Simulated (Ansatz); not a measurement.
# What (BeTe)2(CuCl)2 [001] superlattice, started as zinc blende distorts into, part 2 of 3

Wanted: the energy along a soft mode of (BeTe)2(CuCl)2 [001] superlattice, started as zinc blende and the structure at the end.

Ansatz 0.2.0; DFT LDA, scalar-relativistic, plane waves, PAW.

So far. Step 4 (The mode frozen in, largest atomic shift 0.22 Å): The run ends at a pressure of 0.34 GPa, with forces up to 0.34 eV/Å. Step 5 (Energy along the mode, all amplitudes (two of the runs …): The lowest of the steps tried is at 0.22 Å, 1.89 meV/atom below the parent; the bottom of the well need not coincide with a step.

The structure was built from a prototype and need not be the compound's stable phase.

## (6) Relaxing from the distorted cell

Starting from the lowest point found, all atoms and the cell are let go, so that strain and other modes of the same symmetry can join in.

input.yaml

```yaml
crystal:
  lattice:
    - [2.7374255201, 2.7374255201, 0.0]
    - [-2.7842679642, 2.7842679642, 0.0]
    - [0.0, 0.0, 10.3385535665]
  atoms:
    - { symbol: Be, position: [0.0, -0.0558723132, 0.9810110299] }
    - { symbol: Be, position: [0.5, 0.4988966734, 0.2485454693] }
    - { symbol: Cl, position: [0.5, 0.0022562433, 0.6476051841] }
    - { symbol: Cl, position: [0.0, 0.5128823013, 0.8750092023] }
    - { symbol: Cu, position: [0.0, -0.0001833495, 0.5166493212] }
    - { symbol: Cu, position: [0.5, 0.5002623635, 0.7464496367] }
    - { symbol: Te, position: [0.5, -0.0002693393, 0.1081335024] }
    - { symbol: Te, position: [0.0, 0.5000482772, 0.3765966541] }
kpoints:
  mp_grid: { grid: [12, 12, 4] }
hamiltonian:
  xc: lda
scf:
  occupations: { method: methfessel_paxton, width: 0.2 }
output:
  forces: true
  stress: true
  eigenvalues: true
relax:
  adjacent_minimum: "off"
  f_tol: 0.002
  max_steps: 120
  cell: { stress_tol: 0.03 }
```

Started as:

```
ansatz run input.yaml --threads 4 --pin off --max-ram 14336MiB --backend cpu --events-out ev --progress --plain --runs-dir out
```

Numbers of over 12 decimals in the logs are rounded to 6 here.

Log:

```text
[...]
Crystal: 8 atoms, lattice volume = 157.595 Å³
Basis set: ecut = 420 eV, 3115 PW (Γ)
Bands: 53, of which v1, the nominal top of the filled ones, is band 44 counted from 1 (43 counted from 0)
Symmetry: 2 space group operations
[...]
k-points: 182 of 576 (time reversal used)
[...]
SCF iter   1: F=—  HF=-29032.993193 eV  |F-HF|=—  |Δ(HF+E_count)|=         —  Δρ=1.15e-2  dr2=2.71e-1  ethr=1.77e-3  ⟨swp⟩=9.1  Hψ=42174  notcnv=0
[...]
SCF iter  10: F=-29032.932445 eV  HF=-29032.932445 eV  |F-HF|=1.60e-8  |Δ(HF+E_count)|=   3.66e-8  S|Δr|=    0.00e0  Δρ=4.83e-6  dr2=3.51e-8  ethr=1.14e-10  ⟨swp⟩=12.0  Hψ=42674  notcnv=0
SCF 1 converged in 10 iterations: F = -29032.932445 eV  dr2 = 3.51e-8
[...]
relax step   1: F+E_penalty+E_count = -29032.93244494 eV  Δ(F+E_penalty+E_count) = +0.000e0 eV  max|allowed force component| = 3.350e-1 eV/Å  Δτ_max = 0.0000 Å  P = +0.343 GPa  Ω = 157.595 Å³  (10 SCF iters, dr2 threshold 1.00e-7 eV, accepted)
Crystal: 8 atoms, lattice volume = 158.476 Å³
Basis set: ecut = 420 eV, 3131 PW (Γ)
[...]
iter 1 solved again at ethr=5.98e-6 eV; its pass at ethr=3.10e-3 eV (dr2=5.26e-3 eV) is discarded
[...]
SCF iter   8: F=-29032.949114 eV  HF=-29032.949114 eV  |F-HF|=1.79e-7  |Δ(HF+E_count)|=   2.76e-7  S|Δr|=    0.00e0  Δρ=1.18e-5  dr2=1.64e-7  ethr=9.09e-10  ⟨swp⟩=6.8  Hψ=36050  notcnv=0
SCF 2 converged in 8 iterations: F = -29032.949114 eV  dr2 = 1.64e-7
relax step   2: F+E_penalty+E_count = -29032.94911380 eV  Δ(F+E_penalty+E_count) = -1.667e-2 eV  max|allowed force component| = 9.229e-2 eV/Å  Δτ_max = 0.0385 Å  P = +0.213 GPa  Ω = 158.476 Å³  energy of the carried Pulay correction = -2.063e-4 eV  (8 SCF iters, dr2 threshold 8.00e-7 eV, accepted)
Crystal: 8 atoms, lattice volume = 159.747 Å³
Basis set: ecut = 420 eV, 3143 PW (Γ)
[...]
SCF iter   7: F=-29032.960213 eV  HF=-29032.960214 eV  |F-HF|=3.09e-7  |Δ(HF+E_count)|=   1.62e-6  S|Δr|=    0.00e0  Δρ=1.82e-5  dr2=4.56e-7  ethr=8.44e-10  ⟨swp⟩=5.5  Hψ=44471  notcnv=0
SCF 3 converged in 7 iterations: F = -29032.960213 eV  dr2 = 4.56e-7
relax step   3: F+E_penalty+E_count = -29032.96021326 eV  Δ(F+E_penalty+E_count) = -1.110e-2 eV  max|allowed force component| = 1.616e-1 eV/Å  Δτ_max = 0.0523 Å  P = -0.073 GPa  Ω = 159.747 Å³  energy of the carried Pulay correction = -5.025e-4 eV  (7 SCF iters, dr2 threshold 7.42e-7 eV, accepted)
[...]
relax step   4: F+E_penalty+E_count = -29032.97159893 eV  Δ(F+E_penalty+E_count) = -1.139e-2 eV  max|allowed force component| = 1.892e-1 eV/Å  Δτ_max = 0.0860 Å  P = -0.201 GPa  Ω = 160.806 Å³  energy of the carried Pulay correction = -7.470e-4 eV  (8 SCF iters, dr2 threshold 8.00e-7 eV, accepted)
[...]
relax step   5: F+E_penalty+E_count = -29032.98350396 eV  Δ(F+E_penalty+E_count) = -1.191e-2 eV  max|allowed force component| = 1.361e-1 eV/Å  Δτ_max = 0.1953 Å  P = -0.368 GPa  Ω = 163.229 Å³  energy of the carried Pulay correction = -1.301e-3 eV  (8 SCF iters, dr2 threshold 8.00e-7 eV, accepted)
[...]
relax step   6: F+E_penalty+E_count = -29032.98275113 eV  Δ(F+E_penalty+E_count) = +7.528e-4 eV  max|allowed force component| = 7.637e-2 eV/Å  Δτ_max = 0.0474 Å  P = +0.371 GPa  Ω = 161.979 Å³  energy of the carried Pulay correction = -1.016e-3 eV  (8 SCF iters, dr2 threshold 8.00e-7 eV, rejected (line search))
[...]
relax step   7: F+E_penalty+E_count = -29032.99085929 eV  Δ(F+E_penalty+E_count) = -7.355e-3 eV  max|allowed force component| = 6.212e-3 eV/Å  Δτ_max = 0.0298 Å  P = +0.015 GPa  Ω = 162.454 Å³  energy of the carried Pulay correction = -1.125e-3 eV  (12 SCF iters, accepted)
[...]
relax step   8: F+E_penalty+E_count = -29032.99097209 eV  Δ(F+E_penalty+E_count) = -1.128e-4 eV  max|allowed force component| = 2.548e-3 eV/Å  Δτ_max = 0.0082 Å  P = -0.004 GPa  Ω = 162.406 Å³  energy of the carried Pulay correction = -1.114e-3 eV  (8 SCF iters, dr2 threshold 5.54e-9 eV, accepted)
[...]
relax step   9: F+E_penalty+E_count = -29032.99098329 eV  Δ(F+E_penalty+E_count) = -1.120e-5 eV  max|allowed force component| = 1.096e-3 eV/Å  Δτ_max = 0.0020 Å  P = -0.003 GPa  Ω = 162.381 Å³  energy of the carried Pulay correction = -1.108e-3 eV  (8 SCF iters, dr2 threshold 4.06e-10 eV, accepted)
[...]
SCF iter   1: F=—  HF=-29032.991927 eV  |F-HF|=—  |Δ(HF+E_count)|=         —  Δρ=4.55e-4  dr2=7.70e-6  ethr=5.47e-6  ⟨swp⟩=3.0  Hψ=61241  notcnv=0
eigensolver tolerance schedule: the retry pair's looser diagonalisation over-reported the residual by 624.11 of it (diagonalisation noise at an unbounded share of the residual, at the tolerance the schedule requests for it); recorded, not acted on — ethr = c·dr2/N_el stays at c = 1.0e-1
SCF iter   2: F=—  HF=-29032.992154 eV  |F-HF|=—  |Δ(HF+E_count)|=   2.28e-4  S|Δr|=    0.00e0  Δρ=2.31e-4  dr2=2.36e-6  ethr=8.75e-9  ⟨swp⟩=2.8  Hψ=20436  notcnv=0
[...]
SCF iter   8: F=-29032.992230 eV  HF=-29032.992230 eV  |F-HF|=3.64e-11  |Δ(HF+E_count)|=  4.73e-11  S|Δr|=    0.00e0  Δρ=8.78e-8  dr2=6.31e-12  ethr=1.00e-12  ⟨swp⟩=5.7  Hψ=47694  notcnv=0
SCF 10 converged in 8 iterations: F = -29032.992230 eV  dr2 = 6.31e-12
relax step  10: F+E_penalty+E_count = -29032.99223030 eV  Δ(F+E_penalty+E_count) = -1.247e-3 eV  max|allowed force component| = 1.115e-3 eV/Å  Δτ_max = 0.0000 Å  P = -0.001 GPa  Ω = 162.381 Å³  stress off target by 5.78e-3 GPa  SCF on the basis re-selected at this cell (its energy is not comparable with the rows above)  (8 SCF iters)
basis re-selected at this cell: Δ(F+E_penalty+E_count) = -1.247e-3 eV, ΔP = +0.002 GPa vs the last step (what re-selecting the basis moved, of the pressure what is left beyond the Pulay correction that the steps carried, after the strain that the cell walked since its last selection, with what the two solves' SCF thresholds leave and, on support functions, any second-order correction that the steps lacked; it is no measure of the basis error at this ecutwfc). The dense FFT grid was sized anew with the basis: this SCF ran on 27×30×72 points, the steps before it on 27×27×72, so part of this shift can come from that change (see relax.cell in the input reference). [rest of the remark cut]
SCF converged after 8 iterations
[...]
Free energy (F): -29032.992230 eV
[...]
Internal energy: -29032.992790 eV  (E = F + TS)
E sigma→0 (E₀):  -29032.992370 eV
Entropy (-TS):   0.000560 eV (0.070 meV/atom)
Fermi energy:    8.840049 eV
[...]
--- Forces (eV/Å), atoms counted from 1 ---
  atom   1  Be     0.00007126    -0.00007126    -0.00057154
  atom   2  Be     0.00029149    -0.00029149     0.00111534
  atom   3  Cl     0.00030146    -0.00030146     0.00043901
  atom   4  Cl    -0.00008052     0.00008052     0.00061542
  atom   5  Cu     0.00024967    -0.00024967    -0.00039492
  atom   6  Cu    -0.00027662     0.00027662    -0.00011921
  atom   7  Te    -0.00052893     0.00052893    -0.00009554
  atom   8  Te    -0.00002907     0.00002907    -0.00098584
  max |Σ_I F_I| component: 2.74e-6 eV/Å
--- Stress (GPa, compression-positive) ---
        0.000722      -0.003900       0.002311
       -0.003900       0.000722      -0.002311
        0.002311      -0.002311      -0.003397
  P = ⅓ Tr σ = -0.0007 GPa (-0.007 kbar)
--- Band table (eV; the first three rows and the last of 182) ---
  k-point 0: bands = [... 40 lower, 6.6117, 7.5469, 7.5809, 8.2524, 9.2038, 9.3840, 10.0873, 10.6011, ... 5 higher]
  k-point 1: bands = [... 40 lower, 6.6965, 7.4399, 7.4889, 8.2346, 9.3658, 9.5020, 10.0483, 10.5779, ... 5 higher]
  k-point 2: bands = [... 40 lower, 6.8284, 7.3146, 7.4162, 8.2168, 9.3877, 9.8626, 9.9006, 10.5832, ... 5 higher]
  k-point 181: bands = [... 40 lower, 6.3070, 6.4775, 6.6672, 6.7237, 9.5657, 10.7794, 11.0458, 11.3721, ... 5 higher]
--- Relaxed structure (9 steps of the walk, 8 accepted, 1 SCFs on fresh bases) ---
  F+E_penalty+E_count = -29032.99223030 eV   max|allowed force component| = 1.115e-3 eV/Å   (the final SCF, on the basis selected at the relaxed cell)
  cell:  # Å, volume = 162.3808 Å³
    - [2.740386, 2.740386, 0.0]
    - [-2.872508, 2.872508, -0.063418]
    - [0.117742, -0.117742, 10.316705]
  atoms:
    - { symbol: Be, position: [0.0, -0.127967, 0.996135] }
    - { symbol: Be, position: [0.500000, 0.497661, 0.252726] }
    - { symbol: Cl, position: [0.5, 0.025763, 0.645313] }
    - { symbol: Cl, position: [0.0, 0.522949, 0.863464] }
    - { symbol: Cu, position: [0.0, 0.014055, 0.513082] }
    - { symbol: Cu, position: [0.500000, 0.534064, 0.735521] }
    - { symbol: Te, position: [0.5, -0.011976, 0.113189] }
    - { symbol: Te, position: [0.0, 0.503472, 0.380570] }
```

The job ended after 9.6 min (4 threads of Arm Neoverse V1, shared host; peak memory 1.3 GiB).

Relaxation path:

```
step  energy less that of the first step (eV)  largest force component (eV/Å)  pressure (GPa)  volume (Å³)
   1                                   0.0000                          0.3350            0.34       157.60
   2                                  -0.0167                          0.0923            0.21       158.48
   3                                  -0.0278                          0.1616           -0.07       159.75
   4                                  -0.0392                          0.1892           -0.20       160.81
   5                                  -0.0511                          0.1361           -0.37       163.23
   6                                  -0.0503                          0.0764            0.37       161.98
   7                                  -0.0584                          0.0062            0.01       162.45
   8                                  -0.0585                          0.0025            0.00       162.41
   9                                  -0.0585                          0.0011            0.00       162.38
 10*                                  -0.0598                          0.0011            0.00       162.38
```

Relaxation steps marked * repeat the geometry before them on a plane-wave basis chosen anew for their cell, so energy and pressure can jump there. Relaxation step 6 was tried and not accepted.

Forces are held to the 2 operations that the run works with; a distortion that breaks them can't arise in this run.

```
     cell as run  before   after  change
           a (Å)   3.871   3.875  +0.1 %
           b (Å)   3.938   4.063  +3.2 %
           c (Å)  10.339  10.318  -0.2 %
           α (°)   90.00   91.82  +2.0 %
volume (Å³/atom)   19.70   20.30  +3.0 %
```

The atoms that moved most (Å, as changes of fractional coordinates times the final cell):

```
atom      dx      dy      dz  length
 Be1   0.209  -0.209   0.161   0.336
 Cu6  -0.098   0.098  -0.115   0.180
 Cl4  -0.030   0.030  -0.120   0.127
 Cl3  -0.068   0.068  -0.025   0.099
 Te7   0.034  -0.034   0.053   0.072
 Cu5  -0.041   0.041  -0.038   0.070
 Be2   0.004  -0.004   0.043   0.044
 Te8  -0.009   0.009   0.041   0.043
```

Numbers from this step:

- pressure: -6.51e-4 GPa
- volume per atom: 20.30 Å³
- gap on the k-mesh: 0.7235 eV

The distorted start has space group Pm; the relaxation ends in Pm.

## (7) The new phase in its own primitive cell

The relaxed structure is symmetrised, reduced to its primitive cell and relaxed tightly, as its phonons need.

input.yaml

```yaml
crystal:
  lattice:
    - [4.0628350713, 0.0, 0.0]
    - [0.0, 3.8754912781, 0.0]
    - [-0.3275275708, 0.0, 10.3128491301]
  atoms:
    - { symbol: Be, position: [0.8720329397, 0.0, 0.996134659] }
    - { symbol: Be, position: [0.4976611563, 0.5, 0.2527263949] }
    - { symbol: Cl, position: [0.0257625819, 0.5, 0.6453132749] }
    - { symbol: Cl, position: [0.5229486603, 0.0, 0.8634639735] }
    - { symbol: Cu, position: [0.0140553294, 0.0, 0.5130815727] }
    - { symbol: Cu, position: [0.5340639662, 0.5, 0.7355206822] }
    - { symbol: Te, position: [0.988024069, 0.5, 0.1131894706] }
    - { symbol: Te, position: [0.5034721539, 0.0, 0.3805699722] }
kpoints:
  mp_grid: { grid: [6, 6, 4] }
hamiltonian:
  xc: lda
scf:
  occupations: { method: fixed }
output:
  forces: true
  stress: true
  eigenvalues: true
relax:
  adjacent_minimum: "off"
  f_tol: 0.001
  max_steps: 60
  cell: { stress_tol: 0.01 }
```

Log:

```text
[...]
Crystal: 8 atoms, lattice volume = 162.381 Å³
Basis set: ecut = 420 eV, 3187 PW (Γ)
Bands: 53, of which v1, the nominal top of the filled ones, is band 44 counted from 1 (43 counted from 0)
Symmetry: 2 space group operations
[...]
k-points: 56 of 144 (time reversal used)
[...]
- [-0.327929, 0.0, 10.305580]
  atoms:
    - { symbol: Be, position: [0.872129, 0.0, 0.996136] }
    - { symbol: Be, position: [0.497636, 0.5, 0.252747] }
    - { symbol: Cl, position: [0.025645, 0.5, 0.645351] }
    - { symbol: Cl, position: [0.522972, 0.0, 0.863452] }
    - { symbol: Cu, position: [0.014189, 0.0, 0.513081] }
    - { symbol: Cu, position: [0.533967, 0.5, 0.735524] }
    - { symbol: Te, position: [0.987900, 0.5, 0.113161] }
    - { symbol: Te, position: [0.503584, 0.0, 0.380547] }
[key lines of the parts left out:]
SCF converged after 7 iterations
Free energy (F): -29032.987014 eV
Fermi energy:    8.441376 eV
P = ⅓ Tr σ = -0.0008 GPa (-0.008 kbar)
```

Wall time 83 s (4 threads); peak memory 0.71 GiB; 5.4 min of CPU time.

Little changed from the start: no atom moved by 0.005 Å and no cell edge by 0.1 %.

This step gave:

* pressure: -7.97e-4 GPa
* gap on the k-mesh: 0.7299 eV
* direct gap on mesh: 0.7299 eV

The largest force component left is 0.80 meV/Å and the pressure is -0.001 GPa, within the tolerances set. The cell now holds 20.30 Å³/atom.

[end of part 2 of 3]

[Logs are printed without paths, hosts, clocks, repeated set-up lines and the standing remarks that a program may print on its own settings, such as how far it seeks lower states.]

[Hosts, paths, dates, database ids (printed as entryN), source tags and the programs' standing remarks are cut or masked in the printed files.]
